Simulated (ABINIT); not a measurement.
The system is Bi.

```
Bi
1.0
    -1.98143    1.98143    1.98143
     1.98143   -1.98143    1.98143
     1.98143    1.98143   -1.98143
Bi
1
Direct
  0.00000 0.00000 0.00000
```

This isn't the form of Bi at room conditions, which is rhombohedral.

Program: ABINIT 10.8.3 (patched build). Alike in all runs: potentials or basis JTH PAW PBE v2.0; cell as given; cutoff (eV) 599; smearing fermi-dirac 0.05 eV.

Problem. Order these runs on this cell by their pressure, lowest first.
A. level RPBE; spin SOC, no magnetisation; k mesh 9 × 9 × 9
B. level PBEsol; spin off; k mesh 12 × 12 × 12
C. level PBEsol; spin SOC, no magnetisation; k mesh 9 × 9 × 9

Solution. B (-2.2 GPa), C (-0.7 GPa), A (3.6 GPa).

Caveats: the PAW data sets were made with another functional, which shifts forces and pressure a little.
